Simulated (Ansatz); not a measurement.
Crystal: ZrS.

```xyz
2
Lattice="0.0000 2.6250 2.6250 2.6250 0.0000 2.6250 2.6250 2.6250 0.0000" Properties=species:S:1:pos:R:3 pbc="T T T"
Zr    0.0000    0.0000    0.0000
S     2.6250    2.6250    2.6250
```

* Program: Ansatz 0.2.0
* Task: relaxation of cell and atoms
* Functional: PBE
* Dispersion: D3(BJ)
* Potentials or basis: all-electron LAPW, scalar-relativistic
* Basis error allowed: 0.001 eV/atom
* k mesh: 9 × 9 × 9
* Occupations: fermi-dirac, width 0.05 eV
* Spin: no spin polarisation

At the start: volume 18.09 Å³/atom.

Problem. How do energy, volume and symmetry change on relaxing?

Solution. Over 5 steps the energy falls by 16.9 meV/atom and the volume is 17.25 Å³/atom (-4.6 %); space group Fm-3m (No. 225, to 0.05 Å).

The path:
```tsv
step	energy change (eV)	largest force (eV/Å)	volume (Å³)
1	0.0000	0.0000	36.18
2	-0.0200	0.0000	33.50
3	-0.0337	0.0000	34.59
4	-0.0338	0.0000	34.50
5	-0.0338	0.0000	34.50
```

Final structure:
```cif
data_structure
_symmetry_space_group_name_H-M 'P 1'
_symmetry_Int_Tables_number 1
_cell_length_a 3.6542
_cell_length_b 3.6542
_cell_length_c 3.6542
_cell_angle_alpha 60.000
_cell_angle_beta 60.000
_cell_angle_gamma 60.000
_cell_volume 34.50
loop_
_atom_site_label
_atom_site_type_symbol
_atom_site_fract_x
_atom_site_fract_y
_atom_site_fract_z
_atom_site_occupancy
Zr1 Zr 0.00000 0.00000 0.00000 1
S1 S 0.50000 0.50000 0.50000 1
```
